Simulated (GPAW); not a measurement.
# SnSe (Pnma) in GPAW: single point with LDA

Aim: the single point of SnSe with LDA.

All numbers are computed with GPAW 26.7.0; they aren't measurements. Logs are shortened: lines on timing, memory, paths and dates and some standing lists are left out, and cuts for length are marked. The log counts tension as positive stress, the text compression.

### 1 Starting point

It takes space group Pnma (No. 62, orthorhombic). The conventional cell has a = 11.420 Å, b = 4.190 Å, c = 4.460 Å, α = 90.00°, β = 90.00°, γ = 90.00°. Sn (site symmetry m) is surrounded by 3 Se at 2.69 to 2.83 Å. Se (site symmetry m) is surrounded by 3 Sn at 2.69 to 2.83 Å.

### 2 Single point, LDA

Input file run.py:

```python
from ase.dft.bandgap import bandgap
from ase.io import read, write
from ase.units import GPa
from gpaw import GPAW, PW

atoms = read('SnSe.cif')

calc = GPAW(mode=PW(450),
            xc='LDA',
            kpts={'size': (2, 3, 3), 'gamma': True},
            occupations={'name': 'fermi-dirac', 'width': 0.05},
            nbands=62,
            convergence={'density': 1e-05, 'energy': 1e-05},
            maxiter=80,
            txt='gpaw.txt')
atoms.calc = calc
energy = atoms.get_potential_energy()
forces = atoms.get_forces()
stress = atoms.get_stress()
calc.write('gs.gpw')
write('result.traj', atoms)
print(f'Energy: {energy:.6f} eV')
print('Forces (eV/A):')
print(forces.round(4))
print('Stress (GPa):', (stress / GPa).round(3))
print('Fermi level:', round(calc.get_fermi_level(), 4), 'eV')
print(f'Gap: {bandgap(calc)[0]:.4f} eV, direct: {bandgap(calc, direct=True)[0]:.4f} eV')
```

Input file SnSe.cif:

```cif
data_SnSe
_cell_length_a 11.42000000
_cell_length_b 4.19000000
_cell_length_c 4.46000000
_cell_angle_alpha 90.00000000
_cell_angle_beta 90.00000000
_cell_angle_gamma 90.00000000
_space_group_name_H-M_alt 'Pnma'
_space_group_name_Hall '-P 2ac 2n'
_space_group_IT_number 62
loop_
_space_group_symop_operation_xyz
'x,y,z'
'-x,-y,-z'
'-x+1/2,-y,z+1/2'
'x+1/2,y,-z+1/2'
'x+1/2,-y+1/2,-z+1/2'
'-x+1/2,y+1/2,z+1/2'
'-x,y+1/2,-z'
'x,-y+1/2,z'
loop_
_atom_site_label
_atom_site_type_symbol
_atom_site_symmetry_multiplicity
_atom_site_Wyckoff_symbol
_atom_site_fract_x
_atom_site_fract_y
_atom_site_fract_z
_atom_site_occupancy
Sn1 Sn 4 c 0.8770000000 0.7500000000 0.9090000000 1
Se1 Se 4 c 0.6430000000 0.7500000000 0.9840000000 1
```

Potentials or basis: the program's PAW data sets (release 1.2.1) made for this functional, pw.

The run is started by

```
> OMP_NUM_THREADS=1 python run.py
```

gpaw.txt:

```text
__  _  _
 | _ |_)|_||  |
 |__||  | ||/\| - 26.7.0

Input parameters:
  mode=PW(ecut=450.00000000000006),
  convergence={'density': 1e-05, 'energy': 1e-05},
  kpts=MonkhorstPack(size=(2, 3, 3), gamma=True),
  maxiter=80,
  nbands=62,
  occupations=Occupations(name='fermi-dirac', width=0.05),
  xc=XC(name='LDA')

Diagonalizing LCAO Hamiltonian
Converting LCAO to pw mode
    .---------------------------.
   /|                Se     Sn  |
  / |                           |
 *  |  Se     Sn                |
 |  |                           |
 |  .--------------Sn-----Se----.
 | /                           /
 |/  Sn     Se                /
 *---------------------------*

Atoms  # Å, Bohr magnetons
|   | symbol |         x |        y |        z |    initial magnetic moments |
|---|--------|-----------|----------|----------|-----------------------------|
| 0 |     Sn | 10.015340 | 3.142500 | 4.054140 | ( 0.0000,  0.0000,  0.0000) |
| 1 |     Sn |  1.404660 | 1.047500 | 0.405860 | ( 0.0000,  0.0000,  0.0000) |
| 2 |     Sn |  7.114660 | 1.047500 | 1.824140 | ( 0.0000,  0.0000,  0.0000) |
| 3 |     Sn |  4.305340 | 3.142500 | 2.635860 | ( 0.0000,  0.0000,  0.0000) |
| 4 |     Se |  7.343060 | 3.142500 | 4.388640 | ( 0.0000,  0.0000,  0.0000) |
| 5 |     Se |  4.076940 | 1.047500 | 0.071360 | ( 0.0000,  0.0000,  0.0000) |
| 6 |     Se |  9.786940 | 1.047500 | 2.158640 | ( 0.0000,  0.0000,  0.0000) |
| 7 |     Se |  1.633060 | 3.142500 | 2.301360 | ( 0.0000,  0.0000,  0.0000) |

Unit cell  # Å
| periodic |         x |        y |        z |   lengths |    angles |
|----------|-----------|----------|----------|-----------|-----------|
|      yes | 11.420000 | 0.000000 | 0.000000 | 11.420000 | 90.000000 |
|      yes |  0.000000 | 4.190000 | 0.000000 |  4.190000 | 90.000000 |
|      yes |  0.000000 | 0.000000 | 4.460000 |  4.460000 | 90.000000 |

Number of symmetries: 2
Symmetry operations  # r_c * U_cc + t_c -> r_c
|   | kind |            matrix            |
|---|------|------------------------------|
| 0 |  E   |  1, 0, 0,  0, 1, 0,  0, 0, 1 |
| 1 |  i   | -1, 0, 0,  0,-1, 0,  0, 0,-1 |

BZ-sampling:
  Number of BZ points: 18
  Number of IBZ points: 10

  Monkhorst-Pack size: [2, 3, 3]
  Monkhorst-Pack shift: [0.25, 0.0, 0.0]

K-points  # in reciprocal-cell coordinates
|   |                                coordinates |     weight |
|---|--------------------------------------------|------------|
| 0 | (  0.00000000,   0.00000000,   0.00000000) | 0.05555556 |
| 1 | (  0.00000000,   0.00000000,   0.33333333) | 0.11111111 |
| 2 | (  0.00000000,   0.33333333,  -0.33333333) | 0.11111111 |
| 3 | (  0.00000000,   0.33333333,   0.00000000) | 0.11111111 |
| 4 | (  0.00000000,   0.33333333,   0.33333333) | 0.11111111 |
| 5 | (  0.50000000,   0.00000000,   0.00000000) | 0.05555556 |
| 6 | (  0.50000000,   0.00000000,   0.33333333) | 0.11111111 |
| 7 | (  0.50000000,   0.33333333,  -0.33333333) | 0.11111111 |
| 8 | (  0.50000000,   0.33333333,   0.00000000) | 0.11111111 |
| 9 | (  0.50000000,   0.33333333,   0.33333333) | 0.11111111 |

Plane wave coefficients: 4636
Cutoff: 450.00000000000006 eV

Spin-components: 1 (collinear spins)
Bands:           62
Projectors:      44
Spin-degeneracy: 2
Datatype:        complex128

Density:
  Valence electrons: 80.0
  Components: 1
  Grid points: [56 21 24]
  Charge: 0.0  # |e|

Potential:
  Grid points: [56 21 24]

species:
  Sn:
    name:    Tin
    Z:       50.0
    valence: 14
    core:    36
    charge:  0.0  # [|e|]
    compensation charges:
      type: gauss
      rc: 0.38  # [Å]
      lmax: 2
    cutoffs:
      filter: 2.23  # [Å]
      core: 2.35  # [Å]
    projectors
    | kind |    occ | energy [eV] | rcut [Å] |
    |------|--------|-------------|----------|
    |   5s |  2.000 |     -10.799 |    1.201 |
    |   5p |  2.000 |      -3.869 |    1.270 |
    |   4d | 10.000 |     -25.910 |    1.185 |
    |    s |        |      16.413 |    1.201 |
    |    p |        |      23.342 |    1.270 |
    |    d |        |       1.302 |    1.185 |

    Using partial waves for Sn as LCAO basis

  Se:
    name:    Selenium
    Z:       34.0
    valence: 6
    core:    28
    charge:  0.0  # [|e|]
    compensation charges:
      type: gauss
      rc: 0.27  # [Å]
      lmax: 2
    cutoffs:
      filter: 1.77  # [Å]
      core: 2.67  # [Å]
    projectors
    | kind |    occ | energy [eV] | rcut [Å] |
    |------|--------|-------------|----------|
    |   4s |  2.000 |     -17.472 |    0.847 |
    |   4p |  4.000 |      -6.656 |    1.005 |
    |    s |        |       9.739 |    0.847 |
    |    p |        |      20.555 |    1.005 |
    |    d |        |       0.000 |    0.847 |

    Using partial waves for Se as LCAO basis

Reference energy: -935531.041806  # eV

eigensolver:
  PPCG
  Converge bands: occupied
  niter=2

density mixing:
  MSR1-Mixer
  Pratt-step length: 0.05
  Maximum mixing coefficient: 0.75
  Old densities: 10
  SVD Regularization: 0.005
  Good broyden scale: 1.0
  Trust region scale: 1.0
  Backstep threshold: 4.0
  History deletion threshold: 6.0
  Fourier metric: weight=20.0, sigma=0.015

occupation numbers:
  Fermi-Dirac:
    width: 0.0500  # eV

poisson solver:
  ecut: 3600.0000000000005  # eV

xc functional:
  name: None

convergence criteria:
- Maximum integral of absolute [dens]ity change: 1e-05 electrons / valence electron
- Maximum [total energy] change in last 3 cyles: 1e-05 eV / valence electron
- Maximum integral of absolute [eigenst]ate change: 4e-08 eV^2 / valence electron
maximum number of iterations: 80

SCF iterations
|iter     | |      energy | eigst |  dens |
|---------|-|-------------|-------|-------|
|iter:   1| |  -39.274225 | +0.03 |       |
|iter:   2| |  -39.160986 | -1.77 | -1.33 |
|iter:   3| |  -38.671126 | -2.07 | -1.38 |
|iter:   4| |  -38.631878 | -2.59 | -1.83 |
|iter:   5| |  -38.625524 | -3.60 | -2.28 |
|iter:   6| |  -38.628248 | -4.25 | -2.67 |
|iter:   7| |  -38.624764 | -4.67 | -2.71 |
|iter:   8| |  -38.624768 | -5.79 | -3.44 |
|iter:   9| |  -38.624769c| -6.82 | -4.00 |
|iter:  10| |  -38.624770c| -7.66c| -4.70 |
|iter:  11| |  -38.624770c| -8.00c| -5.20c|

Converged in 11 steps
Energy contributions relative to reference atoms: (reference = -935531.041806)

Energy contributions:
  Kinetic:          46.278208
  Coulomb:         -47.404925
  Zero:             -0.090200
  External:          0.000000
  Xc:              -37.407229
  Entropy:          -0.001248
  Spinorbit:         0.000000
  ----------------------------
  Free energy:     -38.625394
  Extrapolated:    -38.624770

dipole moment: (0.000198, 0.000073, 0.000078)  # |e|*Ang

Fermi level: 5.852
Eigenvalues  # (at kpt = [0.000, 0.000, 0.000])
| band index |      eig [eV] | occ [0-2] |
|------------|---------------|-----------|
|          0 |       -15.583 |     2.000 |
|        ... |               |           |
|         32 |         2.748 |     2.000 |
|         33 |         2.799 |     2.000 |
|         34 |         3.428 |     2.000 |
|         35 |         3.834 |     2.000 |
|         36 |         4.121 |     2.000 |
|         37 |         4.417 |     2.000 |
[... 8 lines left out ...]
|         46 |         9.906 |     0.000 |
|         47 |        10.049 |     0.000 |
|        ... |               |           |
|         61 |        14.346 |     0.000 |

Gap: 0.462 eV
Transition (v -> c):
  (s=0, k=1, n=39, [0.00, 0.00, 0.33]) -> (s=0, k=3, n=40, [0.00, 0.33, 0.00])
Direct/indirect transitions are different
Direct gap: 0.654 eV
Transition at: (s=0, k=3, n=39, [0.00, 0.33, 0.00])

Forces  # eV/Ang
|        x |        y |        z |
|----------|----------|----------|
|  0.10949 |  0.00012 | -0.19972 |  # Sn   0
| -0.10949 | -0.00012 |  0.19972 |  # Sn   1
| -0.10970 | -0.00012 | -0.19961 |  # Sn   2
|  0.10970 |  0.00012 |  0.19961 |  # Sn   3
| -0.26471 |  0.00000 |  0.18847 |  # Se   4
|  0.26471 | -0.00000 | -0.18847 |  # Se   5
|  0.26445 |  0.00000 |  0.18845 |  # Se   6
| -0.26445 | -0.00000 | -0.18845 |  # Se   7

Stress tensor  # eV/Ang^3
|         x |         y |         z |
|-----------|-----------|-----------|
|  0.004310 | -0.000000 | -0.000000 |
| -0.000000 |  0.022995 |  0.000000 |
| -0.000000 |  0.000000 |  0.030414 |

# Writing to gs.gpw (mode='')
```

stdout:

```text
Energy: -38.624770 eV
Forces (eV/A):
[[ 1.095e-01  1.000e-04 -1.997e-01]
 [-1.095e-01 -1.000e-04  1.997e-01]
 [-1.097e-01 -1.000e-04 -1.996e-01]
 [ 1.097e-01  1.000e-04  1.996e-01]
 [-2.647e-01  0.000e+00  1.885e-01]
 [ 2.647e-01 -0.000e+00 -1.885e-01]
 [ 2.645e-01  0.000e+00  1.885e-01]
 [-2.645e-01 -0.000e+00 -1.885e-01]]
Stress (GPa): [ 0.691  3.684  4.873  0.    -0.    -0.   ]
Fermi level: 5.8522 eV
Gap: 0.4622 eV, direct: 0.6539 eV
```

Run time: 75 s. Hardware: 1 thread of Arm Neoverse V1, shared host; peak memory 0.24 GiB.

What came out:

```yaml
Free_energy: -38.6254 eV
Pressure: -3.1 GPa
Largest_force: 0.325 eV/Å
Band_gap_on_the_k_mesh: 0.46 eV, indirect (least direct gap 0.65 eV)
```

Forces in eV/Å, atoms in the order of the input:
```
Sn   0.109  0.000 -0.200
Sn  -0.109  0.000  0.200
Sn  -0.110  0.000 -0.200
Sn   0.110  0.000  0.200
Se  -0.265  0.000  0.188
Se   0.265  0.000 -0.188
Se   0.264  0.000  0.188
Se  -0.264  0.000 -0.188
```

Caveat: the k mesh is coarse (spacing up to 0.50 Å⁻¹), so the values aren't converged; the cutoff is short for stress and forces, so pressures can be off by a GPa or more; spin-orbit coupling is left out, which moves the levels of the heavy elements; an odd mesh through Γ misses points on the zone boundary, where band edges often lie.
